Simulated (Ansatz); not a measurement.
# CuO (P1) in Ansatz: notebook

The runs below take CuO through single point, equation of state, band structure, with PBE, r2SCAN+U.

All numbers are computed with Ansatz 0.2.0; they aren't measurements. Logs are shortened: lines on timing, memory, paths and dates and some standing lists are left out, and cuts for length are marked.

**1. The structure**

The typed cell holds 2 atoms: a = 2.993 Å, b = 2.993 Å, c = 2.993 Å, α = 60.00°, β = 60.00°, γ = 60.00°.

The cell comes from a database or a generator and needn't be the stable form of this composition.

**2. Single point, PBE, 8.91 Å³/atom (volume scaled by 0.94)**

The input, input.yaml:

```yaml
crystal:
  lattice:
    - [0.0, 2.0733527743, 2.0733527743]
    - [2.0733527743, 0.0, 2.0733527743]
    - [2.0733527743, 2.0733527743, 0.0]
  atoms:
    - { symbol: Cu, position: [0.02949772, 0.02810087, 0.90802599] }
    - { symbol: O, position: [0.47050228, 0.47189913, 0.59197401] }
hamiltonian:
  xc: pbe
  pseudopotentials: { kind: paw, source: jth }
kpoints:
  mp_grid: { grid: [11, 11, 11] }
scf:
  occupations: { method: fermi_dirac, width: 0.05 }
output:
  forces: true
  stress: true
  eigenvalues: true
  write_density: true
  write_potential: true
  elf: true
  volumetric_format: npy
```

Potentials or basis: JTH PAW.

Command:

```
ansatz run input.yaml --threads 2 --pin off --max-ram 5632MiB --backend cpu --events-out ev --progress --plain --runs-dir out
```

The program printed:

```text
Warning: the checks of this Cu dataset prove no rule for summing its radial tables, as where they were carried onto another mesh than they were made on, and Gregory's rule is taken, under which a leading mesh point left out moves its sums only by what lay on the interval it spanned. That does not make them correct, and they differ from Quantum ESPRESSO's on this file; a re-export a fraction of a mesh step off can move them. hamiltonian.pseudopotentials.radial_quadrature: simpson_from_first_knot sums it by `pw.x`'s rule; on a PAW file no value gives `pw.x`'s numbers. What more to know: hamiltonian.pseudopotentials.radial_quadrature, in the input reference
Warning: the checks of this O dataset prove no rule for summing its radial tables, as where they were carried onto another mesh than they were made on, and Gregory's rule is taken, under which a leading mesh point left out moves its sums only by what lay on the interval it spanned. That does not make them correct, and they differ from Quantum ESPRESSO's on this file; a re-export a fraction of a mesh step off can move them. hamiltonian.pseudopotentials.radial_quadrature: simpson_from_first_knot sums it by `pw.x`'s rule; on a PAW file no value gives `pw.x`'s numbers. What more to know: hamiltonian.pseudopotentials.radial_quadrature, in the input reference
Warning: RAYON_NUM_THREADS=2 ignored (pool sized by the plan → 2); use --threads N
Engine: ansatz 0.2.0, aarch64-unknown-linux-gnu
Pseudopotentials: kind: paw
Pseudopotential: Cu, paw, valence charge 19, recommended cutoff 1350 eV (normal), Cu.paw.azcp
Pseudopotential: O, paw, valence charge 6, recommended cutoff 1380 eV (normal), O.paw.azcp
Functional definition: PBE
  parameter kappa = 0.804
  parameter beta = 0.06672455060314922
  exchange = pbe_x(kappa = kappa, mu = beta*pi^2/3)
  correlation = pbe_c(beta = beta)
Crystal: 2 atoms, lattice volume = 17.826 Å³
Basis set: ecut = 1380 eV, 2085 PW (Γ), exchange–correlation on 72×72×72 points (8 copies of the dense FFT grid, shifted against one another)
Bands: 17, of which v1, the nominal top of the filled ones, is band 13 counted from 1 (12 counted from 0)
Symmetry: 1 space group operations
Space group: P1 (ITA 1), of the structure as read, at distance tolerance 2.6e-5 Å
k-points: 666 of 1331 (time reversal used)
Non-local potential: Cu, projectors of the file, l = 0: 2, l = 1: 2, l = 2: 2
Non-local potential: O, projectors of the file, l = 0: 2, l = 1: 2
PAW form: soft (Blöchl's): semilocal exchange-correlation on the pseudo side does not see the compensation charge
PAW one-centre angular grid: Cu, 590 points (default); XC on 64 Gauss nodes
PAW one-centre angular grid: O, 110 points (default); XC on 64 Gauss nodes
Initial density: superposition of atomic densities (chi_scale 0.1, normalization cell, long waves kept (reshape's long-wave potential 0.00 eV rms))
Initial wavefunctions: pseudopotential atomic-orbital guess
Functional: x = pbe(κ = 0.804, μ = 0.2195149727645171), c = pbe(β = 0.06672455060314922)
SCF iter   1: F=—  HF=-7189.560757 eV  |F-HF|=—  |Δ(HF+E_count)|=         —  Δρ=4.00e-2  dr2=8.44e-2  ethr=3.10e-3  ⟨swp⟩=6.3  Hψ=63629  notcnv=0
preconditioner: auto → none  [metal: Δε(μ)=0.010 eV  Ē_g=15.591 eV  σ=0.050 eV  W_gap=0.05  n_scr=8 (ndim 8)  ℏωp=36.3 eV  f_vac=0.000  D(μ)=2.15/eV (n_scr^D=26)  sad-step TF]
SCF iter   2: F=—  HF=-7189.594752 eV  |F-HF|=—  |Δ(HF+E_count)|=   3.40e-2  Δρ=2.22e-2  dr2=3.51e-2  ethr=3.38e-4  ⟨swp⟩=2.0  Hψ=19418  notcnv=0
SCF iter   3: F=—  HF=-7189.608949 eV  |F-HF|=—  |Δ(HF+E_count)|=   1.42e-2  Δρ=2.78e-3  dr2=8.59e-4  ethr=1.40e-4  ⟨swp⟩=2.0  Hψ=14086  notcnv=0
SCF iter   4: F=—  HF=-7189.608920 eV  |F-HF|=—  |Δ(HF+E_count)|=   2.93e-5  Δρ=7.95e-4  dr2=6.71e-5  ethr=3.44e-6  ⟨swp⟩=2.3  Hψ=17534  notcnv=0
SCF iter   5: F=—  HF=-7189.608892 eV  |F-HF|=—  |Δ(HF+E_count)|=   2.84e-5  Δρ=2.01e-4  dr2=4.60e-6  ethr=2.68e-7  ⟨swp⟩=2.4  Hψ=19091  notcnv=0
SCF iter   6: F=—  HF=-7189.608891 eV  |F-HF|=—  |Δ(HF+E_count)|=   4.97e-7  Δρ=3.40e-5  dr2=1.36e-7  ethr=1.84e-8  ⟨swp⟩=2.0  Hψ=16492  notcnv=0
SCF iter   7: F=-7189.608891 eV  HF=-7189.608891 eV  |F-HF|=1.00e-11  |Δ(HF+E_count)|=   7.08e-9  Δρ=4.12e-6  dr2=1.56e-9  ethr=4.00e-10  ⟨swp⟩=10.0  Hψ=84150  notcnv=0
SCF 1 converged in 7 iterations: F = -7189.608891 eV  dr2 = 1.56e-9
SCF converged after 7 iterations
Free energy (F): -7189.608891 eV
Harris-Foulkes:  -7189.608891 eV  (|F-HF|=1.00e-11)
Internal energy: -7189.590334 eV  (E = F + TS)
E sigma→0 (E₀):  -7189.599612 eV
Entropy (-TS):   -0.018558 eV (-9.279 meV/atom)
Fermi energy:    16.497016 eV
--- Per-component energies (eV) ---
  E_band       = -319.730239
  E_kinetic    = 505.728689
  E_local      = -3077.175350  (includes V_loc(G=0)·N_el)
  E_nonlocal   = -1103.041922
  E_hartree    = 1303.208968
  E_xc         = -154.951777
  E_vxc        = -200.796151  (∫ρ·V_xc dr)
  E_paw        = -1105.622098  (= ΣΔE_a)
  E_vpaw       = 949.138415  (= ΣTr[D̂ρ^β])
  E_aug_tail   = 0.000036  (compensation charges beyond the density's cutoff)
  E_ewald      = -3557.736881
  E_smearing   = -0.018558  (= −TS)
  E_closure    = -0.000000  (closes the sum)
  Σ components = -7189.608891   (vs F -7189.608891, Δ=0.00e0)
--- Forces (eV/Å), atoms counted from 1 ---
  atom   1  Cu     0.95119379     0.87666645    -0.64938646
  atom   2  O     -0.95119910    -0.87667190     0.64939217
  max |Σ_I F_I| component: 5.71e-6 eV/Å
--- Stress (GPa, compression-positive) ---
       37.476998      -6.898653       5.859947
       -6.898655      36.342668       5.580947
        5.859956       5.580953      32.727435
  P = ⅓ Tr σ = 35.5157 GPa (355.157 kbar)
--- Band table (eV; the first three rows and the last of 666) ---
  k-point 0: bands = ["-95.9554", "-53.3960", "-53.3742", "-53.2348", "-3.8477", "11.5242", "11.5801", "12.2496", "13.7770", "13.8156", "15.8942", "16.2259", "16.2630", "18.1930", "33.6734", "35.0207", "35.1338"]
  k-point 1: bands = ["-95.9553", "-53.3962", "-53.3745", "-53.2364", "-3.7558", "11.4129", "11.4690", "11.9567", "13.8222", "13.8556", "15.5166", "16.3588", "16.3947", "18.8947", "32.0782", "34.7803", "34.8869"]
  k-point 2: bands = ["-95.9549", "-53.3969", "-53.3751", "-53.2408", "-3.4991", "11.1146", "11.1449", "11.2240", "13.9494", "13.9738", "15.1101", "16.6925", "16.7236", "20.1917", "29.8492", "33.8113", "33.8889"]
  k-point 665: bands = ["-95.9535", "-53.4128", "-53.3822", "-53.2399", "-2.4715", "8.4450", "10.8582", "11.8362", "14.1271", "14.2356", "14.8339", "16.0694", "16.7185", "23.5831", "25.9956", "30.2770", "32.7750"]
```

Run time: 69 s. Hardware: 2 threads of Arm Neoverse V1, shared host; peak memory 1.3 GiB.

Results:

```
Free energy            : -7189.6089 eV
Pressure               : 35.5 GPa
Largest force          : 1.447 eV/Å
Band gap on the k mesh : none (metal or under the smearing width)
```

Caveat: an odd number of electrons without spin polarisation forces a metal; a magnetic or distorted state may lie lower; the run has no spin polarisation, though such a crystal can be magnetic; semilocal functionals often make such compounds metallic where correlation or magnetic order opens a gap, which also shifts bond lengths.

**3. Single point, PBE, 9.10 Å³/atom (volume scaled by 0.96)**

Edit input.yaml of step 2 so:

```diff
@@ -2,5 +2,5 @@
   lattice:
-    - [0.0, 2.0733527743, 2.0733527743]
-    - [2.0733527743, 0.0, 2.0733527743]
-    - [2.0733527743, 2.0733527743, 0.0]
+    - [0.0, 2.0879543312, 2.0879543312]
+    - [2.0879543312, 0.0, 2.0879543312]
+    - [2.0879543312, 2.0879543312, 0.0]
   atoms:
@@ -19,5 +19 @@
   eigenvalues: true
-  write_density: true
-  write_potential: true
-  elf: true
-  volumetric_format: npy
```

Potentials or basis: JTH PAW.

Command:

```
ansatz run input.yaml --threads 2 --pin off --max-ram 5632MiB --backend cpu --events-out ev --progress --plain --runs-dir out
```

It took 49 s on 2 threads of Arm Neoverse V1, shared host; peak memory 1.3 GiB.

Results (log left out):

```
Free energy            : -7189.6855 eV
Pressure               : 29.4 GPa
Largest force          : 1.268 eV/Å
Band gap on the k mesh : none (metal or under the smearing width)
```

Caveat: an odd number of electrons without spin polarisation forces a metal; a magnetic or distorted state may lie lower; the run has no spin polarisation, though such a crystal can be magnetic; semilocal functionals often make such compounds metallic where correlation or magnetic order opens a gap, which also shifts bond lengths.

**4. Single point, PBE, 9.29 Å³/atom (volume scaled by 0.98)**

Edit input.yaml of step 3 so:

```diff
@@ -2,5 +2,5 @@
   lattice:
-    - [0.0, 2.0879543312, 2.0879543312]
-    - [2.0879543312, 0.0, 2.0879543312]
-    - [2.0879543312, 2.0879543312, 0.0]
+    - [0.0, 2.1023544713, 2.1023544713]
+    - [2.1023544713, 0.0, 2.1023544713]
+    - [2.1023544713, 2.1023544713, 0.0]
   atoms:
```

Command:

```
ansatz run input.yaml --threads 2 --pin off --max-ram 5632MiB --backend cpu --events-out ev --progress --plain --runs-dir out
```

It took 51 s on 2 threads of Arm Neoverse V1, shared host; peak memory 1.3 GiB.

It converged, with:

```yaml
Free_energy: -7189.7484 eV
Pressure: 23.8 GPa
Largest_force: 1.103 eV/Å
Band_gap_on_the_k_mesh: none (metal or under the smearing width)
```

Caveat: an odd number of electrons without spin polarisation forces a metal; a magnetic or distorted state may lie lower; the run has no spin polarisation, though such a crystal can be magnetic; semilocal functionals often make such compounds metallic where correlation or magnetic order opens a gap, which also shifts bond lengths.

**5. Single point, PBE, 9.48 Å³/atom**

Edit input.yaml of step 4 so:

```diff
@@ -2,5 +2,5 @@
   lattice:
-    - [0.0, 2.1023544713, 2.1023544713]
-    - [2.1023544713, 0.0, 2.1023544713]
-    - [2.1023544713, 2.1023544713, 0.0]
+    - [0.0, 2.11656, 2.11656]
+    - [2.11656, 0.0, 2.11656]
+    - [2.11656, 2.11656, 0.0]
   atoms:
```

Command:

```
ansatz run input.yaml --threads 2 --pin off --max-ram 5632MiB --backend cpu --events-out ev --progress --plain --runs-dir out
```

Wall time 52 s (2 threads of Arm Neoverse V1, shared host); peak memory 1.3 GiB.

Results (log left out):

```yaml
Free_energy: -7189.7987 eV
Pressure: 18.8 GPa
Largest_force: 0.949 eV/Å
Band_gap_on_the_k_mesh: none (metal or under the smearing width)
```

Caveat: an odd number of electrons without spin polarisation forces a metal; a magnetic or distorted state may lie lower; the run has no spin polarisation, though such a crystal can be magnetic; semilocal functionals often make such compounds metallic where correlation or magnetic order opens a gap, which also shifts bond lengths.

**6. Single point, PBE, 9.67 Å³/atom (volume scaled by 1.02)**

Edit input.yaml of step 5 so:

```diff
@@ -2,5 +2,5 @@
   lattice:
-    - [0.0, 2.11656, 2.11656]
-    - [2.11656, 0.0, 2.11656]
-    - [2.11656, 2.11656, 0.0]
+    - [0.0, 2.1305773621, 2.1305773621]
+    - [2.1305773621, 0.0, 2.1305773621]
+    - [2.1305773621, 2.1305773621, 0.0]
   atoms:
```

Potentials or basis: JTH PAW.

Command:

```
ansatz run input.yaml --threads 2 --pin off --max-ram 5632MiB --backend cpu --events-out ev --progress --plain --runs-dir out
```

Run time: 52 s. Hardware: 2 threads of Arm Neoverse V1, shared host; peak memory 1.4 GiB.

The run converged. Its results:

```
Free energy            : -7189.8379 eV
Pressure               : 14.3 GPa
Largest force          : 0.807 eV/Å
Band gap on the k mesh : none (metal or under the smearing width)
```

Caveat: an odd number of electrons without spin polarisation forces a metal; a magnetic or distorted state may lie lower; the run has no spin polarisation, though such a crystal can be magnetic; semilocal functionals often make such compounds metallic where correlation or magnetic order opens a gap, which also shifts bond lengths.

**7. Single point, PBE, 9.86 Å³/atom (volume scaled by 1.04)**

Edit input.yaml of step 6 so:

```diff
@@ -2,5 +2,5 @@
   lattice:
-    - [0.0, 2.1305773621, 2.1305773621]
-    - [2.1305773621, 0.0, 2.1305773621]
-    - [2.1305773621, 2.1305773621, 0.0]
+    - [0.0, 2.1444126677, 2.1444126677]
+    - [2.1444126677, 0.0, 2.1444126677]
+    - [2.1444126677, 2.1444126677, 0.0]
   atoms:
```

Command:

```
ansatz run input.yaml --threads 2 --pin off --max-ram 5632MiB --backend cpu --events-out ev --progress --plain --runs-dir out
```

Run time: 53 s. Hardware: 2 threads of Arm Neoverse V1, shared host; peak memory 1.4 GiB.

Results (log left out):

* Free energy: -7189.8670 eV
* Pressure: 10.3 GPa
* Largest force: 0.675 eV/Å
* Band gap on the k mesh: none (metal or under the smearing width)

Caveat: an odd number of electrons without spin polarisation forces a metal; a magnetic or distorted state may lie lower; the run has no spin polarisation, though such a crystal can be magnetic; semilocal functionals often make such compounds metallic where correlation or magnetic order opens a gap, which also shifts bond lengths.

**8. Single point, PBE, 10.05 Å³/atom (volume scaled by 1.06)**

Edit input.yaml of step 7 so:

```diff
@@ -2,5 +2,5 @@
   lattice:
-    - [0.0, 2.1444126677, 2.1444126677]
-    - [2.1444126677, 0.0, 2.1444126677]
-    - [2.1444126677, 2.1444126677, 0.0]
+    - [0.0, 2.1580717154, 2.1580717154]
+    - [2.1580717154, 0.0, 2.1580717154]
+    - [2.1580717154, 2.1580717154, 0.0]
   atoms:
```

Command:

```
ansatz run input.yaml --threads 2 --pin off --max-ram 5632MiB --backend cpu --events-out ev --progress --plain --runs-dir out
```

It took 53 s on 2 threads of Arm Neoverse V1, shared host; peak memory 1.4 GiB.

The run converged. Its results:

```
Free energy            : -7189.8870 eV
Pressure               : 6.7 GPa
Largest force          : 0.553 eV/Å
Band gap on the k mesh : none (metal or under the smearing width)
```

Caveat: an odd number of electrons without spin polarisation forces a metal; a magnetic or distorted state may lie lower; the run has no spin polarisation, though such a crystal can be magnetic; semilocal functionals often make such compounds metallic where correlation or magnetic order opens a gap, which also shifts bond lengths.

**9. Equation of state, PBE**

Potentials or basis: JTH PAW.

This step only gathers the single runs of the series.

Results:

```
Equilibrium volume                        : 10.46 Å³/atom (rough: see the caveat)
Bulk modulus at fixed shape and positions : 153 GPa (rough)
```

Energy against volume, from the lowest point:
| volume (Å³/atom) | energy (meV/atom) |
| --- | --- |
| 8.913 | 139.03 |
| 9.103 | 100.70 |
| 9.292 | 69.30 |
| 9.482 | 44.11 |
| 9.671 | 24.53 |
| 9.861 | 9.99 |
| 10.051 | 0.00 |

Caveat: the minimum lies outside the volumes run; the cell was scaled at fixed shape and fractional positions, which overstates the stiffness of a crystal with free parameters, most of all of layers and chains; the run has no spin polarisation, though such a crystal can be magnetic.

(Part 1 of 2 ends here.)
